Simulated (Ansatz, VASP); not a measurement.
BAs in VASP and in Ansatz

The input INCAR:

```
SYSTEM = BAs
PREC = Accurate
ENCUT = 520
EDIFF = 1E-8
ISMEAR = -1
SIGMA = 0.03
LREAL = .False.
LASPH = .True.
NELM = 100
ALGO = Normal
ISIF = 2
LWAVE = .False.
LCHARG = .False.
LEFG = .True.
NBANDS = 11
```

KPOINTS

```
regular mesh
0
Gamma
  15 15 15
  0 0 0
```

Contents of POSCAR:

```
BAs
1.0
    0.0000000000      2.4362700000      2.3885000000
    2.4362700000      0.0000000000      2.3885000000
    2.4362700000      2.4362700000      0.0000000000
B As
1 1
Direct
    0.0000000000      0.0000000000      0.0000000000
    0.7500000000      0.7500000000      0.7500000000
```

Input for Ansatz:

```yaml
crystal:
  lattice:
    - [0.0, 2.43627, 2.3885]
    - [2.43627, 0.0, 2.3885]
    - [2.43627, 2.43627, 0.0]
  atoms:
    - { symbol: B, position: [0.0, 0.0, 0.0] }
    - { symbol: As, position: [0.75, 0.75, 0.75] }
kpoints:
  mp_grid: { grid: [15, 15, 15] }
scf:
  occupations: { method: fermi_dirac, width: 0.03 }
hamiltonian:
  xc: lda
  pseudopotentials: { kind: paw }
output:
  forces: true
  stress: true
  eigenvalues: true
  efg: { contact_densities: true }
```

Change from the starting cell: equal xx and yy strain of +2 %, PAW files.

Alike in both runs: task electric field gradients; functional LDA; k mesh 15 × 15 × 15; occupations fermi-dirac, width 0.03 eV; no spin polarisation.

```csv
,VASP,Ansatz
version,VASP 6.6.1,Ansatz 0.2.0
potentials or method,"VASP PAW LDA potentials, release 64 (B, As)","PAW with Ansatz's default frozen-core files, scalar-relativistic"
plane-wave cutoff (eV),520,420
valence electrons in the cell,8,18
```

```tsv
	VASP	Ansatz	Ansatz less VASP
pressure (GPa)	-8.0	-8.7	-0.70
largest component of the traceless stress (GPa)	2.56	2.58	+0.011
Vzz of the field gradient on the site that differs most (V/Å²)	-2.5	-2.3	+0.21
```

The two sets of potentials don't hold the same shells in valence.

Caveats: an odd mesh through Γ misses points on the zone boundary, where band edges often lie.
